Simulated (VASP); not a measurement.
# Si (Fmmm) in VASP: notebook, part 2 of 2

VASP 6.6.1. Earlier steps stand in the parts before.

### Step 4. Single point, PBEsol (strained and moved within the space group)

INCAR

```
PREC = Accurate ; ENCUT = 520
EDIFF = 1E-6 ; ISMEAR = 0
SIGMA = 0.1 ; LREAL = False
LASPH = True ; NELM = 100
ALGO = Fast ; ISIF = 2
LWAVE = False ; LCHARG = False
GGA = PS ; NBANDS = 16
```

KPOINTS

```
regular mesh
0
Gamma
  12 12 12
```

POSCAR

```
Si
1.0
    0.0000000000      2.7216081247      4.8259087430
    2.5120127933      0.0000000000      4.8259087430
    2.5120127933      2.7216081247      0.0000000000
Si
4
Direct
    0.7316133771      0.2683866229      0.7316133771
    0.2683866229      0.7316133771      0.2683866229
    0.7836462499      0.7836462499      0.2163537501
    0.2163537501      0.2163537501      0.7836462499
```

Potentials or basis: VASP PAW PBE potentials, release 64 (Si).

Command:

```sh
> cat potpaw_PBE.64/Si/POTCAR > POTCAR
> mpirun -np 1 vasp_std > vasp.out
```

OUTCAR:

```text
PREC = Accurate
   ENCUT = 520
   EDIFF = 1E-6
   ISMEAR = 0
   LREAL = False
   LASPH = True
   NELM = 100
   ISIF = 2
   GGA = PS

 ion  position               nearest neighbor table
   1  0.732  0.268  0.732-   2 2.52   2 2.52   2 2.52   3 2.55   4 2.55   2 2.92   3 3.01   4 3.01

   2  0.268  0.732  0.268-   1 2.52   1 2.52   1 2.52   3 2.55   4 2.55   1 2.92   3 3.01   4 3.01

   3  0.784  0.784  0.216-   1 2.55   2 2.55   4 2.59   4 2.59   4 2.80   4 2.80   2 3.01   1 3.01

   4  0.216  0.216  0.784-   1 2.55   2 2.55   3 2.59   3 2.59   3 2.80   3 2.80   2 3.01   1 3.01

  LATTYP: Found a face centered orthorhombic cell.
 ALAT       =     5.0240255866
 B/A-ratio  =     1.0834372070
 C/A-ratio  =     1.9211322314

  Lattice vectors:

 A1 = (   0.0000000000,   2.7216081247,   4.8259087430)
 A2 = (   2.5120127933,   0.0000000000,   4.8259087430)
 A3 = (   2.5120127933,   2.7216081247,   0.0000000000)

Analysis of symmetry for initial positions (statically):
=====================================================================
 Subroutine PRICEL returns:
 Original cell was already a primitive cell.

 Routine SETGRP: Setting up the symmetry group for a
 face centered orthorhombic supercell.

 Subroutine GETGRP returns: Found  8 space group operations
 (whereof  8 operations were pure point group operations)
 out of a pool of  8 trial point group operations.

The static configuration has the point symmetry D_2h.

Analysis of symmetry for dynamics (positions and initial velocities):
=====================================================================
 Subroutine PRICEL returns:
 Original cell was already a primitive cell.

 Routine SETGRP: Setting up the symmetry group for a
 face centered orthorhombic supercell.

 Subroutine GETGRP returns: Found  8 space group operations
 (whereof  8 operations were pure point group operations)
 out of a pool of  8 trial point group operations.

The dynamic configuration has the point symmetry D_2h.

 Subroutine INISYM returns: Found  8 space group operations
 (whereof  8 operations are pure point group operations),
 and found     1 'primitive' translations

----------------------------------------------------------------------------------------

                                     Primitive cell

  volume of cell :      65.9867

  direct lattice vectors                    reciprocal lattice vectors
     0.000000000  2.721608125  4.825908743    -0.199043572  0.183714913  0.103607430
     2.512012793  0.000000000  4.825908743     0.199043572 -0.183714913  0.103607430
     2.512012793  2.721608125  0.000000000     0.199043572  0.183714913 -0.103607430

  length of vectors
     5.540446370  5.440551761  3.703695325     0.290006918  0.290006918  0.290006918

  position of ions in fractional coordinates (direct lattice)
     0.731613377  0.268386623  0.731613377
     0.268386623  0.731613377  0.268386623
     0.783646250  0.783646250  0.216353750
     0.216353750  0.216353750  0.783646250

  ion indices of the primitive-cell ions
   primitive index   ion index
                 1           1
                 2           2
                 3           3
                 4           4

[... 28 lines left out ...]
  0.000000  0.000000  0.000000      1.000000
  0.083333  0.000000 -0.000000      8.000000
  0.166667  0.000000  0.000000      8.000000
  0.250000  0.000000  0.000000      8.000000
  0.333333  0.000000 -0.000000      8.000000
  0.416667  0.000000  0.000000      8.000000
[... 16 lines left out ...]
  0.500000  0.166667 -0.000000      8.000000
 -0.416667  0.166667  0.000000      8.000000
 [... further k-points ...]
   k-points           NKPTS =    280   k-points in BZ     NKDIM =    280   number of bands    NBANDS=     16
   number of dos      NEDOS =    301   number of ions     NIONS =      4
   total plane-waves  NPLWV =  47040
   dimension x,y,z NGX =    42 NGY =   40 NGZ =   28
   dimension x,y,z NGXF=    84 NGYF=   80 NGZF=   56
   ions per type =               4
   NGX,Y,Z   is equivalent  to a cutoff of  12.60, 12.22, 12.57 a.u.
   NGXF,Y,Z  is equivalent  to a cutoff of  25.20, 24.45, 25.14 a.u.
 SYSTEM =  unknown system
   PREC   = accura    normal or accurate (medium, high low for compatibility)
   ISTART =      0    job   : 0-new  1-cont  2-samecut
   ICHARG =      2    charge: 1-file 2-atom 10-const
   ISPIN  =      1    spin polarized calculation?
   LNONCOLLINEAR =      F non collinear calculations
   LSORBIT =      F    spin-orbit coupling
   LASPH  =      T    aspherical Exc in radial PAW
   ENCUT  =  520.0 eV  38.22 Ry    6.18 a.u.  10.30 10.12  6.89*2*pi/ulx,y,z
   NELM   =    100;   NELMIN=  2; NELMDL= -5     # of ELM steps
   EDIFF  = 0.1E-05   stopping-criterion for ELM
   LREAL  =      F    real-space projection
   EDIFFG = 0.1E-04   stopping-criterion for IOM
   NSW    =      0    number of steps for IOM
   IBRION =     -1    ionic relax: 0-MD 1-quasi-New 2-CG
   NFREE  =      0    steps in history (QN), initial steepest desc. (CG)
   ISIF   =      2    stress and relaxation
   ISYM   =      2    0-nonsym 1-usesym 2-fastsym
   POTIM  = 0.5000    time-step for ionic-motion
   TEBEG  =    0.0;   TEEND  =   0.0 temperature during run
   PSTRESS=    0.0 pullay stress
   NELECT =      16.0000    total number of electrons
   NUPDOWN=      -1.0000    fix difference up-down
   EMIN   =  10.00;   EMAX   =-10.00  energy-range for DOS
   EFERMI =   0.00;   METHOD = LEGACY
   ISMEAR =     0;   SIGMA  =   0.10  broadening in eV -4-tet -1-fermi 0-gaus
   EFERMI_NEDOS =   21; number of points for ismear=-14 and -15
   IALGO  =     68    algorithm
   IMIX   =      4    mixing-type and parameters
     AMIX     =   0.40;   BMIX     =  1.00
     AMIX_MAG =   1.60;   BMIX_MAG =  1.00
  volume/ion in A,a.u.               =      16.50       111.33
  Fermi-wavevector in a.u.,A,eV,Ry     =   1.020852  1.929130 14.179150  1.042138
  Thomas-Fermi vector in A             =   2.154444
   LORBIT       =      0    0 simple, 1 ext, 2 COOP (PROOUT), +10 PAW based schemes
   GGA     = PS    functional components
   LHFCALC =     F    Hartree Fock is set to
   AEXX    =    0.0000 exact exchange contribution
   IVDW    =     0    specifies the selected vdW correction
   LEPSILON=     F    determine dielectric tensor
   LRPA    =     F    only Hartree local field effects (RPA)
 non-spin polarized calculation
 RMM-DIIS sequential band-by-band and
 Gauss-broadening in eV      SIGMA  =   0.10
  energy-cutoff  :      520.00
  volume of cell :       65.99
 maximum number of plane-waves:      1800
 NGX is ok and might be reduce to    42
   NGX = 21   NGY = 21   NGZ = 13

 number of electron      16.0000000 magnetization

 Free energy of the ion-electron system (eV)
  ---------------------------------------------------
  ext. energy  EPLUGINS =         0.00000000
  ---------------------------------------------------
  free energy    TOTEN  =       -22.03622085 eV

  energy without entropy =      -22.02978823  energy(sigma->0) =      -22.03300454

 E-fermi :   8.1196     XC(G=0): -10.6554

 val. band max:        8.1107552563   @ k =  -0.2500   0.1667   0.3333
 cond. band min:       8.1211538567   @ k =  -0.2500   0.3333   0.0833
 fundamental gap:      0.0103986004
 Fermi energy:         8.1196089065

 k-point     1 :       0.0000    0.0000    0.0000
  band No.  band energies     occupation
      1      -4.9704      2.00000
      2       0.5734      2.00000
      3       1.6609      2.00000
      4       5.5360      2.00000
      5       5.8873      2.00000
      6       6.0228      2.00000
[... 433 lines left out ...]
      3      -0.7452      2.00000
      4       3.0653      2.00000
      5       5.8752      2.00000
      6       6.6084      2.00000
[... 8 lines left out ...]
     15      12.9831      0.00000
     16      14.0097      0.00000

 [... further k-points ...]

------------------------ aborting loop because EDIFF is reached ----------------------------------------

  FORCE on cell =-STRESS in cart. coord.  units (eV):
  Direction    XX          YY          ZZ          XY          YZ          ZX
  --------------------------------------------------------------------------------------
  -------------------------------------------------------------------------------------
  Total       -3.8075870     -2.9550315     -3.1877749     -0.0000000      0.0000000      0.0000000
  in kB      -92.4493529    -71.7490498    -77.4001290     -0.0000000      0.0000000      0.0000000
  external PRESSURE =     -80.5328439 kB  Pullay stress =       0.0000000 kB

 VOLUME and BASIS-vectors are now :
 -----------------------------------------------------------------------------
  energy-cutoff  :      520.00
  volume of cell :       65.99
      direct lattice vectors                 reciprocal lattice vectors
     0.000000000  2.721608125  4.825908743    -0.199043572  0.183714913  0.103607430
     2.512012793  0.000000000  4.825908743     0.199043572 -0.183714913  0.103607430
     2.512012793  2.721608125  0.000000000     0.199043572  0.183714913 -0.103607430

 POSITION                                       TOTAL-FORCE (eV/Angst)
 -----------------------------------------------------------------------------------
      2.51201      3.98233      4.82591         0.000000     -0.241979      0.000000
      2.51201      1.46089      4.82591         0.000000      0.241979      0.000000
      2.51201      2.72161      7.56361         0.000000      0.000000     -0.136395
      2.51201      2.72161      2.08821         0.000000      0.000000      0.136395
 -----------------------------------------------------------------------------------
    total drift:                               -0.000000     -0.000000     -0.000000

  FREE ENERGIE OF THE ION-ELECTRON SYSTEM (eV)
  ---------------------------------------------------
  free  energy   TOTEN  =       -22.0362208515 eV

  energy  without entropy=      -22.0297882341  energy(sigma->0) =      -22.03300454
```

OSZICAR:

```text
N       E                     dE             d eps       ncg     rms          rms(c)
DAV:   1     0.176963683479E+02    0.17696E+02   -0.60896E+03  8960   0.837E+02
DAV:   2    -0.208373219247E+02   -0.38534E+02   -0.35304E+02 11984   0.116E+02
DAV:   3    -0.221133157060E+02   -0.12760E+01   -0.12639E+01 12112   0.188E+01
DAV:   4    -0.221219638800E+02   -0.86482E-02   -0.86458E-02 11176   0.205E+00
DAV:   5    -0.221220409284E+02   -0.77048E-04   -0.77042E-04 12424   0.170E-01    0.533E+00
RMM:   6    -0.220620826647E+02    0.59958E-01   -0.27531E-02  9241   0.616E-01    0.307E+00
RMM:   7    -0.220369772036E+02    0.25105E-01   -0.23867E-02  9715   0.722E-01    0.277E-01
RMM:   8    -0.220362775432E+02    0.69966E-03   -0.23934E-03 10260   0.328E-01    0.183E-01
RMM:   9    -0.220362273900E+02    0.50153E-04   -0.29420E-04 10676   0.128E-01    0.561E-02
RMM:  10    -0.220362211463E+02    0.62437E-05   -0.40285E-05 10895   0.442E-02    0.137E-02
RMM:  11    -0.220362208515E+02    0.29484E-06   -0.91363E-06 10906   0.192E-02
   1 F= -.22036221E+02 E0= -.22033005E+02  d E =-.643262E-02
```

stdout:

```text
POSCAR found type information on POSCAR Si
 POSCAR found :  1 types and       4 ions
 scaLAPACK will be used
 -----------------------------------------------------------------------------
|                                                                             |
|                                                                             |
|     You enforced a specific xc type in the INCAR file but a different       |
|     I HOPE YOU KNOW WHAT YOU ARE DOING!                                     |
|                                                                             |
 -----------------------------------------------------------------------------

 LDA part: xc-table for (Slater+PW92), standard interpolation
 POSCAR, INCAR and KPOINTS ok, starting setup
 FFT: planning ... GRIDC
 FFT: planning ... GRID_SOFT
 FFT: planning ... GRID
 WAVECAR not read
 entering main loop
```

It took 2.1 min on 1 thread of Intel Xeon 6975P-C (Granite Rapids), shared host; peak memory 0.35 GiB.

What came out:

| Property | Result |
| --- | --- |
| Free energy | -22.0362 eV |
| Pressure | -8.1 GPa |
| Largest force | 0.242 eV/Å |
| Band gap on the k mesh | none (metal or under the smearing width) |

Forces on the atoms (eV/Å):
```
Si   0.000 -0.242  0.000
Si   0.000  0.242  0.000
Si   0.000  0.000 -0.136
Si   0.000  0.000  0.136
```

Levels at points of the mesh, in eV from the Fermi level:
```
           k point  band 5  band 6  band 7  band 8  band 9  band 10  band 11  band 12
(0.00, 0.00, 0.00)   -2.23   -2.10   -2.05   -1.58   -1.50     1.50     2.16     4.88
(0.50, 0.00, 0.00)   -1.64   -1.46   -1.02    0.32    0.49     0.58     2.94     2.98
(0.50, 0.50, 0.00)   -2.38   -2.05   -0.31    0.98    1.61     2.10     2.57     2.87
(0.50, 0.00, 0.50)   -5.19   -4.67   -2.92   -2.43   -1.83    -1.39     4.38     5.52
(0.00, 0.50, 0.50)   -6.29   -5.84   -2.37   -2.23   -1.90     1.43     4.14     4.86
```

Caveat: the PAW data sets were made with another functional, which shifts forces and pressure a little.

### Step 5. Overview

```csv
level,potentials or basis,cell,k mesh,mesh quality,gap on the mesh (eV),pressure (GPa),largest force (eV/Å)
r2SCAN,"VASP PAW PBE potentials, release 64 (Si)","functional r2SCAN, strained and moved within the space group",12 × 12 × 12,not flagged,none,23.4,1.98
PBEsol,"VASP PAW PBE potentials, release 64 (Pb_d)","Si replaced by Pb, lengths x 1.189, strained and moved within the space group",4 × 4 × 4,coarse,none,18.9,1.29
PBEsol,"VASP PAW PBE potentials, release 64 (Si)",strained and moved within the space group,12 × 12 × 12,not flagged,none,-8.1,0.24
```

Alike in all rows: task single point; no spin polarisation; cutoff (eV) 520; smearing gaussian 0.1 eV.

Caveats: some runs use coarse meshes; so large a pressure means that the cell lies far from this level's equilibrium, or that cutoff or potentials fall short (some runs); the potentials were made for another functional, which shifts forces and pressure (some runs); the PAW data sets were made with another functional, which shifts forces and pressure a little (some runs).

Total energies depend on the potentials used, so only differences within one code and one set of settings carry meaning.
